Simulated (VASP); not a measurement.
# FeO (Wuestite) (R-3m) in VASP: a series of runs, part 2 of 2

VASP 6.6.1. The steps go on from the part before.

## Step 8: Equation of state, PBE, collinear spin, ferromagnetic start

Potentials or basis: VASP PAW PBE potentials, release 64 (Fe, O).

No new run: the results of the series are fitted here.

What came out:

```
Equilibrium volume                        : 10.02 Å³/atom
Bulk modulus at fixed shape and positions : 186 GPa
Pressure derivative of the bulk modulus   : 4.6
```

Energy against volume, from the lowest point:
| volume (Å³/atom) | energy (meV/atom) |
| --- | --- |
| 9.463 | 19.67 |
| 9.664 | 7.58 |
| 9.866 | 1.22 |
| 10.067 | 0.00 |
| 10.268 | 3.36 |
| 10.470 | 10.81 |
| 10.671 | 21.93 |

Caveat: the cell was scaled at fixed shape and fractional positions, which overstates the stiffness of a crystal with free parameters, most of all of layers and chains.

## Step 9: Equation of state, PBEsol, collinear spin, ferromagnetic start, 9.46 Å³/atom (volume scaled by 0.94)

Input file INCAR:

```
SYSTEM = FeO
PREC = Accurate
ENCUT = 520
EDIFF = 1E-7
ISMEAR = -1
SIGMA = 0.05
LREAL = .FALSE.
LASPH = .TRUE.
NELM = 150
ALGO = Normal
ISIF = 2
LWAVE = .FALSE.
LCHARG = .FALSE.
ISPIN = 2
MAGMOM = 3 0
LORBIT = 11
LMAXMIX = 4
GGA = PS
NBANDS = 18
```

Input file KPOINTS:

```
Automatic mesh
0
G
  11 11 11
  0 0 0
```

Input file POSCAR:

```
FeO
1.0
    1.4878158575      0.8589908858      2.4681429078
   -1.4878158575      0.8589908858      2.4681429078
    0.0000000000     -1.7179817717      2.4681429078
Fe O
1 1
Direct
    0.0000000000      0.0000000000      0.0000000000
    0.5000000000      0.5000000000      0.5000000000
```

Potentials or basis: VASP PAW PBE potentials, release 64 (Fe, O).

Started as:

```console
> cat potpaw_PBE.64/Fe/POTCAR potpaw_PBE.64/O/POTCAR > POTCAR
> mpirun -np 1 vasp_std > vasp.out
```

Wall time 55 s (1 thread of Intel Xeon Platinum 8488C (Sapphire Rapids), shared host); peak memory 0.2 GiB.

Results (log left out):

```yaml
Free_energy: -15.8627 eV
Pressure: 2.9 GPa
Band_gap_on_the_k_mesh: none (metal or under the smearing width)
Net_moment: 4.00 μB per cell
Site_moments: Fe +3.60; O +0.32 μB
Valence_electrons_inside_the_program's_atomic_spheres: Fe 6.84; O 5.00
```

Caveat: the PAW data sets were made with another functional, which shifts forces and pressure a little; a cell with one magnetic atom can't hold antiferromagnetic order, which such compounds often take; semilocal functionals often make such compounds metallic where correlation or magnetic order opens a gap, which also shifts bond lengths.

## Step 10: Equation of state, PBEsol, collinear spin, ferromagnetic start, 9.66 Å³/atom (volume scaled by 0.96)

INCAR is that of step 9.

KPOINTS is that of step 9.

Input file POSCAR:

```
FeO
1.0
    1.4982937792      0.8650403168      2.4855247686
   -1.4982937792      0.8650403168      2.4855247686
    0.0000000000     -1.7300806335      2.4855247686
Fe O
1 1
Direct
    0.0000000000      0.0000000000      0.0000000000
    0.5000000000      0.5000000000      0.5000000000
```

Started as:

```console
> cat potpaw_PBE.64/Fe/POTCAR potpaw_PBE.64/O/POTCAR > POTCAR
> mpirun -np 1 vasp_std > vasp.out
```

It took 54 s on 1 thread of Intel Xeon Platinum 8488C (Sapphire Rapids), shared host; peak memory 0.2 GiB.

Results (log left out):

| Item | Value |
| --- | --- |
| Free energy | -15.8646 eV |
| Pressure | -1.6 GPa |
| Band gap on the k mesh | none (metal or under the smearing width) |
| Net moment | 4.00 μB per cell |
| Site moments | Fe +3.60; O +0.31 μB |
| Valence electrons inside the program's atomic spheres | Fe 6.80; O 4.99 |

Caveat: the PAW data sets were made with another functional, which shifts forces and pressure a little; a cell with one magnetic atom can't hold antiferromagnetic order, which such compounds often take; semilocal functionals often make such compounds metallic where correlation or magnetic order opens a gap, which also shifts bond lengths.

## Step 11: Equation of state, PBEsol, collinear spin, ferromagnetic start, 9.87 Å³/atom (volume scaled by 0.98)

INCAR is that of step 10.

KPOINTS is that of step 10.

Input file POSCAR:

```
FeO
1.0
    1.5086271663      0.8710063006      2.5026668604
   -1.5086271663      0.8710063006      2.5026668604
    0.0000000000     -1.7420126011      2.5026668604
Fe O
1 1
Direct
    0.0000000000      0.0000000000      0.0000000000
    0.5000000000      0.5000000000      0.5000000000
```

Started as:

```console
> cat potpaw_PBE.64/Fe/POTCAR potpaw_PBE.64/O/POTCAR > POTCAR
> mpirun -np 1 vasp_std > vasp.out
```

Wall time 53 s (1 thread of Intel Xeon Platinum 8488C (Sapphire Rapids), shared host); peak memory 0.21 GiB.

The run converged. Its results:

* Free energy: -15.8560 eV
* Pressure: -5.7 GPa
* Band gap on the k mesh: none (metal or under the smearing width)
* Net moment: 4.00 μB per cell
* Site moments: Fe +3.61; O +0.31 μB
* Valence electrons inside the program's atomic spheres: Fe 6.77; O 4.97

Caveat: the PAW data sets were made with another functional, which shifts forces and pressure a little; a cell with one magnetic atom can't hold antiferromagnetic order, which such compounds often take; semilocal functionals often make such compounds metallic where correlation or magnetic order opens a gap, which also shifts bond lengths.

## Step 12: Equation of state, PBEsol, collinear spin, ferromagnetic start, 10.27 Å³/atom (volume scaled by 1.02)

INCAR is that of step 11.

KPOINTS is that of step 11.

Input file POSCAR:

```
FeO
1.0
    1.5288796120      0.8826990556      2.5362637132
   -1.5288796120      0.8826990556      2.5362637132
    0.0000000000     -1.7653981111      2.5362637132
Fe O
1 1
Direct
    0.0000000000      0.0000000000      0.0000000000
    0.5000000000      0.5000000000      0.5000000000
```

Potentials or basis: VASP PAW PBE potentials, release 64 (Fe, O).

Started as:

```console
> cat potpaw_PBE.64/Fe/POTCAR potpaw_PBE.64/O/POTCAR > POTCAR
> mpirun -np 1 vasp_std > vasp.out
```

Run time: 58 s. Hardware: 1 thread of Intel Xeon Platinum 8488C (Sapphire Rapids), shared host; peak memory 0.21 GiB.

It converged, with:

```
Free energy                                           : -15.8111 eV
Pressure                                              : -12.3 GPa
Band gap on the k mesh                                : none (metal or under the smearing width)
Net moment                                            : 4.00 μB per cell
Site moments                                          : Fe +3.62; O +0.30 μB
Valence electrons inside the program's atomic spheres : Fe 6.70; O 4.95
```

Caveat: the PAW data sets were made with another functional, which shifts forces and pressure a little; a cell with one magnetic atom can't hold antiferromagnetic order, which such compounds often take; semilocal functionals often make such compounds metallic where correlation or magnetic order opens a gap, which also shifts bond lengths.

## Step 13: Equation of state, PBEsol, collinear spin, ferromagnetic start, 10.47 Å³/atom (volume scaled by 1.04)

INCAR is that of step 12.

KPOINTS is that of step 12.

Input file POSCAR:

```
FeO
1.0
    1.5388076799      0.8884310282      2.5527334195
   -1.5388076799      0.8884310282      2.5527334195
    0.0000000000     -1.7768620564      2.5527334195
Fe O
1 1
Direct
    0.0000000000      0.0000000000      0.0000000000
    0.5000000000      0.5000000000      0.5000000000
```

Started as:

```console
> cat potpaw_PBE.64/Fe/POTCAR potpaw_PBE.64/O/POTCAR > POTCAR
> mpirun -np 1 vasp_std > vasp.out
```

Run time: 56 s. Hardware: 1 thread of Intel Xeon Platinum 8488C (Sapphire Rapids), shared host; peak memory 0.21 GiB.

It converged, with:

| Item | Value |
| --- | --- |
| Free energy | -15.7770 eV |
| Pressure | -15.2 GPa |
| Band gap on the k mesh | none (metal or under the smearing width) |
| Net moment | 4.00 μB per cell |
| Site moments | Fe +3.62; O +0.29 μB |
| Valence electrons inside the program's atomic spheres | Fe 6.67; O 4.94 |

Caveat: the PAW data sets were made with another functional, which shifts forces and pressure a little; a cell with one magnetic atom can't hold antiferromagnetic order, which such compounds often take; semilocal functionals often make such compounds metallic where correlation or magnetic order opens a gap, which also shifts bond lengths.

## Step 14: Equation of state, PBEsol, collinear spin, ferromagnetic start, 10.67 Å³/atom (volume scaled by 1.06)

INCAR is that of step 13.

KPOINTS is that of step 13.

Input file POSCAR:

```
FeO
1.0
    1.5486092669      0.8940899771      2.5689933065
   -1.5486092669      0.8940899771      2.5689933065
    0.0000000000     -1.7881799543      2.5689933065
Fe O
1 1
Direct
    0.0000000000      0.0000000000      0.0000000000
    0.5000000000      0.5000000000      0.5000000000
```

Started as:

```console
> cat potpaw_PBE.64/Fe/POTCAR potpaw_PBE.64/O/POTCAR > POTCAR
> mpirun -np 1 vasp_std > vasp.out
```

Wall time 60 s (1 thread of Intel Xeon Platinum 8488C (Sapphire Rapids), shared host); peak memory 0.21 GiB.

Results (log left out):

| Property | Result |
| --- | --- |
| Free energy | -15.7361 eV |
| Pressure | -17.7 GPa |
| Band gap on the k mesh | none (metal or under the smearing width) |
| Net moment | 4.00 μB per cell |
| Site moments | Fe +3.62; O +0.29 μB |
| Valence electrons inside the program's atomic spheres | Fe 6.64; O 4.93 |

Caveat: the PAW data sets were made with another functional, which shifts forces and pressure a little; a cell with one magnetic atom can't hold antiferromagnetic order, which such compounds often take; semilocal functionals often make such compounds metallic where correlation or magnetic order opens a gap, which also shifts bond lengths.

## Step 15: Equation of state, PBEsol, collinear spin, ferromagnetic start

Potentials or basis: VASP PAW PBE potentials, release 64 (Fe, O).

No new run: the results of the series are fitted here.

Results:

| Item | Value |
| --- | --- |
| Equilibrium volume | 9.60 Å³/atom |
| Bulk modulus at fixed shape and positions | 210 GPa |
| Pressure derivative of the bulk modulus | 4.5 |

Energy against volume, from the lowest point:
| volume (Å³/atom) | energy (meV/atom) |
| --- | --- |
| 9.463 | 0.98 |
| 9.664 | 0.00 |
| 9.866 | 4.34 |
| 10.067 | 13.44 |
| 10.268 | 26.75 |
| 10.470 | 43.83 |
| 10.671 | 64.26 |

Caveat: the cell was scaled at fixed shape and fractional positions, which overstates the stiffness of a crystal with free parameters, most of all of layers and chains; the PAW data sets were made with another functional, which shifts forces and pressure a little.

## Step 16: Comparison with measurements

Step 8. The cell as given is a measured one (10.07 Å³/atom); PBE puts the equilibrium volume -0.5 % from it, thermal expansion not counted.

Step 15. The cell as given is a measured one (10.07 Å³/atom); PBEsol puts the equilibrium volume -4.7 % from it, thermal expansion not counted.
